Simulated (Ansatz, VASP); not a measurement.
# Two plane-wave programs on Pt

```
Pt
1.0
    -0.29202    1.74236    1.74236
     1.74236   -0.29202    1.74236
     1.74236    1.74236   -0.29202
Pt
1
Direct
  0.00000 0.00000 0.00000
```

Change from the starting cell: equal engineering shear yz, xz and xy -0.1500, equal normal strain along x, y and z -0.0300.

Alike in both runs: task single point; functional LDA; k mesh 20 × 20 × 20; occupations gaussian, width 0.15 eV; no spin polarisation.

```csv
,VASP,Ansatz
version,VASP 6.6.1,Ansatz 0.2.0
potentials or method,"VASP PAW LDA potentials, release 64 (Pt)","scalar-relativistic, plane waves, PAW"
plane-wave cutoff (eV),520,420
valence electrons in the cell,10,18
```

```csv
,VASP,Ansatz,Ansatz less VASP
gap on the k mesh at the Fermi level (eV),none,none,-
pressure (GPa),69.3,67.8,-1.51
largest component of the traceless stress (GPa),22.51,22.29,-0.218
```

A gap of «none» marks a metal or a gap that the smearing closes. The two sets of potentials don't hold the same shells in valence. Ansatz warned: «pseudo_functional_mismatch».

Caveats: the cell as given lies far from equilibrium; so large a pressure means that the cell lies far from this level's equilibrium, or that cutoff or potentials fall short (VASP). The runs have no spin-orbit coupling, so splittings on Pt are missing.
